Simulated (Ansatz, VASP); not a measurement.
**NaCl in VASP and in Ansatz**

INCAR

```
SYSTEM = NaCl
  PREC = Accurate
  ENCUT = 520
  EDIFF = 1E-7
  ISMEAR = -1
  SIGMA = 0.03
  LREAL = .FALSE.
  LASPH = .TRUE.
  NELM = 80
  ALGO = Normal
  ISIF = 2
  LWAVE = .FALSE.
  LCHARG = .FALSE.
  GGA = PS
  NBANDS = 14
```

Contents of KPOINTS:

```
regular mesh
0
G
  9 9 9
  0 0 0
```

Contents of POSCAR:

```
NaCl
1.0
    2.8028000000      0.0000000000      0.0000000000
    0.0000000000      2.8028000000      0.0000000000
    0.0000000000      0.0000000000      2.8600000000
Na Cl
1 1
Direct
    0.0000000000      0.0000000000      0.0000000000
    0.5000000000      0.5000000000      0.5000000000
```

Input for Ansatz:

```yaml
crystal:
  lattice:
    - [2.8028, 0.0, 0.0]
    - [0.0, 2.8028, 0.0]
    - [0.0, 0.0, 2.86]
  atoms:
    - { symbol: Na, position: [0.0, 0.0, 0.0] }
    - { symbol: Cl, position: [0.5, 0.5, 0.5] }
kpoints:
  mp_grid: { grid: [9, 9, 9] }
  band_path:
    path:
      - [0.0, 0.0, 0.0]
      - [0.0, 0.5, 0.0]
      - [0.5, 0.5, 0.0]
      - [0.0, 0.0, 0.0]
      - [0.0, 0.0, 0.5]
      - [0.0, 0.5, 0.5]
      - [0.5, 0.5, 0.5]
      - [0.0, 0.0, 0.5]
      - [0.0, 0.5, 0.0]
    npoints: 5
scf:
  occupations: { method: fermi_dirac, width: 0.03 }
hamiltonian:
  xc: pbesol
  pseudopotentials: { kind: all_electron, lapw: { basis_error: 0.0005 } }
output:
  forces: true
  stress: true
  eigenvalues: true
```

Change from the starting cell: equal xx and yy strain of -2 %.

Alike in both runs: task single point; functional PBEsol; k mesh 9 × 9 × 9; occupations fermi-dirac, width 0.03 eV; no spin polarisation.

```csv
,VASP,Ansatz
version,VASP 6.6.1,Ansatz 0.2.0
potentials or method,"VASP PAW PBE potentials, release 64 (Na_pv, Cl)","all-electron LAPW, scalar-relativistic"
plane-wave cutoff (eV),520,see its input
```

```tsv
	VASP	Ansatz	Ansatz less VASP
gap on the k mesh at the Fermi level (eV)	4.30	4.24	-0.057
pressure (GPa)	70.7	70.0	-0.76
largest component of the traceless stress (GPa)	3.67	3.69	+0.019
```

Ansatz ran all-electron here, so the differences hold the error of VASP's frozen core and of both bases.

Caveats: the cell as given lies far from equilibrium; so large a pressure means that the cell lies far from this level's equilibrium, or that cutoff or potentials fall short (VASP); the potentials were made for another functional, which shifts forces and pressure (VASP); an odd mesh through Γ misses points on the zone boundary, where band edges often lie.
